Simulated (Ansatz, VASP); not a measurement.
## One calculation of Si3O2, two programs

```
Si O
1.0
     3.49741    0.00000    0.00000
     0.00000    3.49741    0.00000
     0.00000    0.00000    5.70729
Si O
3 2
Cartesian
  0.0000 0.0000 4.4560
  0.0000 0.0000 1.2513
  1.7487 1.7487 2.8536
  0.0000 1.7487 1.1169
  1.7487 0.0000 4.5903
```

Alike in both runs: functional PBE; k mesh 4 × 4 × 6; occupations gaussian, width 0.1 eV; no spin polarisation.

Ansatz relaxed the structure, and its values are those at the end. VASP's run is a single point on that final structure, the one shown.

```csv
,VASP,Ansatz
version,VASP 6.6.1,Ansatz 0.2.0
potentials or method,"VASP PAW PBE potentials, release 64 (Si, O)","scalar-relativistic, plane waves, PAW"
plane-wave cutoff (eV),520,420
valence electrons in the cell,24,24
```

Ansatz gave:

```
gap on the k mesh at the Fermi level (eV) : none
pressure (GPa)                            : 0.1
rms of the force components (eV/Å)        : 0.003
```

Task: Estimate VASP's values.

Result: gap on the k mesh at the Fermi level (eV): none; pressure (GPa): 0.2; rms of the force components (eV/Å): 0.004.

A gap of «none» marks a metal or a gap that the smearing closes.

Caveats: the k mesh is coarse (spacing up to 0.45 Å⁻¹), so the values aren't converged.
